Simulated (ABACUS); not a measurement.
The system is NiSb (Breithauptite).

```
CELL_PARAMETERS angstrom
3.92800 0.00000 0.00000
-1.96400 3.40175 0.00000
0.00000 0.00000 5.12000
ATOMIC_POSITIONS crystal
Sb 0.66667 0.33333 0.75000
Sb 0.33333 0.66667 0.25000
Ni 0.00000 0.00000 0.50000
Ni 0.00000 0.00000 0.00000
```

| Property | Result |
| --- | --- |
| Program | ABACUS 3.10.1 |
| Task | single point |
| Functional | PBE |
| Potentials or basis | PseudoDojo NC SR 0.4.1 PBE standard |
| Cutoff | 1333 eV |
| Density cutoff | 5333 eV |
| Basis | plane waves |
| k mesh | 8 × 8 × 5 |
| Occupations | fermi-dirac, width 0.05 eV |
| Spin | collinear spin, ferromagnetic start |
| Starting moments | [0.0, 0.0, 1.0, 1.0] μB |

On this cell: pressure 4.1 GPa; largest force under 0.003 eV/Å; net moment 0.00 μB per cell; band gap on the k mesh none (metal or under the smearing width).

The same run follows on a disturbed copy (atoms moved at random, drawn with an rms of 0.05 Å):

```
Sb Ni
1.0
     3.92800    0.00000    0.00000
    -1.96400    3.40175    0.00000
     0.00000    0.00000    5.12000
Sb Ni
2 2
Direct
  0.66532 0.33526 0.75369
  0.33953 0.66691 0.24493
  0.00167 0.01462 0.50260
  0.99724 0.99659 0.99519
```

Problem. What changes?

Solution. The energy (extrapolated to zero smearing) moves by +5.0 meV/atom; pressure 4.3 GPa; largest force 0.363 eV/Å; net moment 0.00 μB per cell; band gap on the k mesh none (metal or under the smearing width).

Forces on the atoms (eV/Å):
```
Sb  -0.010  0.063 -0.228
Sb  -0.245  0.109  0.200
Ni   0.146 -0.202 -0.263
Ni   0.109  0.031  0.292
```

Stress tensor (GPa, compression positive):
```
 4.43  0.47 -0.13
 0.47  4.61  0.00
-0.13  0.00  3.84
```
